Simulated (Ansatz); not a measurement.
Crystal: ZnSe (Stilleite).

```xyz
2
Lattice="0.0000 2.8338 2.8338 2.8338 0.0000 2.8338 2.8338 2.8338 0.0000" Properties=species:S:1:pos:R:3 pbc="T T T"
Se    4.2507    4.2507    4.2507
Zn    0.0000    0.0000    0.0000
```

Program: Ansatz 0.2.0. Alike in all runs: potentials or basis Ansatz PAW; cell as given; cutoff (eV) 420.

Question: Order these runs on this cell by their pressure, lowest first.
A. level PBEsol0; spin off; k mesh 4 × 4 × 4; smearing fermi-dirac 0.05 eV; points for each segment of the path 4; mesh quality coarse
B. level LDA; spin off; k mesh 8 × 8 × 8; smearing gaussian 0.1 eV; mesh quality not flagged
C. level HSE06; spin SOC, no magnetisation; k mesh 4 × 4 × 4; smearing fermi-dirac 0.05 eV; mesh quality coarse
D. level BLYP; spin off; k mesh 8 × 8 × 8; smearing fermi-dirac 0.05 eV; points for each segment of the path 14; mesh quality not flagged
E. level HF; spin off; k mesh 4 × 4 × 4; smearing fermi-dirac 0.05 eV; points for each segment of the path 4; mesh quality coarse

Answer: B (-3.4 GPa), A (-1.0 GPa), C (1.5 GPa), D (5.5 GPa), E (7.6 GPa).

Caveats: some runs use coarse meshes; the PAW data sets come from PBE, with cores solved anew for the run's functional, which leaves a small shift of forces and pressure; the thresholds are loose for stress (some runs).

Runs at the PBE level aren't shown here.
